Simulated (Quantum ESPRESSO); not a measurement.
## Ag in Quantum ESPRESSO: convergence with k mesh

The system is Ag.

```
CELL_PARAMETERS angstrom
0.00000 2.04275 2.04275
2.04275 0.00000 2.04275
2.04275 2.04275 0.00000
ATOMIC_POSITIONS crystal
Ag 0.00000 0.00000 0.00000
```

- Program: Quantum ESPRESSO 7.5
- Task: single point
- Functional: PBE
- Potentials or basis: PseudoDojo 0.5 SR PBE standard
- Cutoff: 1116 eV
- Density cutoff: 4463 eV
- k mesh: 2 × 2 × 2
- Occupations: cold, width 0.1 eV
- Spin: no spin polarisation

These are the settings of the first run; the series varies k mesh, with any setting tied to it.

Hardware: 1 thread of Arm Neoverse V1, with other jobs on the host.

```tsv
k mesh	energy less the tightest run, at zero smearing (meV/atom)	pressure (GPa)	SCF cycles	CPU time (s)	peak memory (GiB)
2 × 2 × 2	2011.27	27.98	8	1	0.05
3 × 3 × 3	-326.09	1.34	9	1.3	0.05
5 × 5 × 5	-123.84	3.66	9	2.7	0.05
7 × 7 × 7	-54.50	4.17	8	4.6	0.05
8 × 8 × 8	27.86	5.12	9	7.3	0.05
10 × 10 × 10	10.14	4.88	9	11	0.05
11 × 11 × 11	-6.22	4.19	9	13	0.05
13 × 13 × 13	-2.59	4.30	9	19	0.06
15 × 15 × 15	0.00	4.43	8	24	0.07
```

Not settled before the last step: the energy (to 1 meV/atom), the pressure (to 0.1 GPa). Meshes of other sizes hit other points, so gaps and Fermi surfaces needn't settle smoothly. The tightest run that finished is the yardstick and may itself not be fully converged.
